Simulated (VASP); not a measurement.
Here is a VASP 6.6.1 calculation.

The input INCAR:

```
PREC     = Accurate       # precision mode
ENCUT    = 520            # plane-wave cutoff, eV
EDIFF    = 1E-6           # SCF threshold, eV
ISMEAR   = 0              # smearing method
SIGMA    = 0.1            # smearing width, eV
LREAL    = False          # projectors in reciprocal space
LASPH    = True           # aspherical terms in the spheres
NELM     = 100            # most SCF steps
ALGO     = Normal         # electronic algorithm
ISIF     = 2              # what is computed and relaxed
LWAVE    = False          # write WAVECAR
LCHARG   = False          # write CHGCAR
LDIPOL   = True         
IDIPOL   = 3            
DIPOL    = 0.5 0.5 0.500
GGA      = PE             # functional
NBANDS   = 14             # bands
```

Contents of KPOINTS:

```
Automatic mesh
0
Gamma
  6 6 1
```

The input POSCAR:

```
Re
1.0
    3.7980390000      0.0000000000      0.0000000000
   -1.8990200000      3.2891990000      0.0000000000
    0.0000000000      0.0000000000     17.0000000000
Re
2
Direct
    0.0000000000      0.0000000000      0.5734955500
    0.0000000000      0.0000000000      0.4265044500
```

Potentials or basis: VASP PAW PBE potentials, release 64 (Re).

Launch:

```bash
$ cat potpaw_PBE.64/Re/POTCAR > POTCAR
$ mpirun -np 1 vasp_std > vasp.out
```

Question: Predict the largest force.

Answer: 5.921 eV/Å.

Question: Predict the band gap on the k mesh.

Answer: None (metal or under the smearing width).

Forces in eV/Å, atoms in the order of the input:
```
Re   0.000  0.000 -5.921
Re   0.000  0.000  5.921
```

The run has no spin-orbit coupling, so splittings on Re are missing.
